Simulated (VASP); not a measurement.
Input of a VASP 6.6.1 run:

Contents of INCAR:

```
SYSTEM = CdTe
PREC = Accurate
ENCUT = 500
EDIFF = 1E-6
ISMEAR = 0
SIGMA = 0.01
LREAL = .FALSE.
LASPH = .TRUE.
NELM = 120
ALGO = Normal
ISIF = 2
LWAVE = .FALSE.
LCHARG = .FALSE.
GGA = CA
NBANDS = 16
GGA_COMPAT = .FALSE.
```

The input KPOINTS:

```
Automatic mesh
0
G
  5 5 5
  0 0 0
```

Contents of POSCAR:

```
CdTe
1.0
    0.0000000000      3.2050000000      3.2050000000
    3.2050000000      0.0000000000      3.2050000000
    3.2050000000      3.2050000000      0.0000000000
Cd Te
1 1
Direct
    0.0000000000      0.0000000000      0.0000000000
    0.2500000000      0.2500000000      0.2500000000
```

Potentials or basis: VASP PAW LDA potentials, release 64 (Cd, Te).

Command:

```console
$ cat potpaw_LDA.64/Cd/POTCAR potpaw_LDA.64/Te/POTCAR > POTCAR
$ mpirun -np 1 vasp_std > vasp.out
```

Task: What does it give for the pressure?

Result: 0.3 GPa.

Task: Estimate the band gap on the k mesh.

Result: 0.65 eV, direct.

Caveat: spin-orbit coupling is left out, which moves the levels of the heavy elements.

**The experiment to reproduce.**

From a printed reference work, data compilation, for a bulk crystal of CdTe at 0 K: band gap 1.607 eV.

Measured gap of CdTe: 1.607 eV (0 K; a printed reference work, data compilation). This calculation gives 0.65 eV (-0.96 eV). Spin-orbit coupling on Cd, Te is left out. The value is that of LDA, without temperature or zero-point motion. Semilocal functionals fall short of measured gaps as a rule.
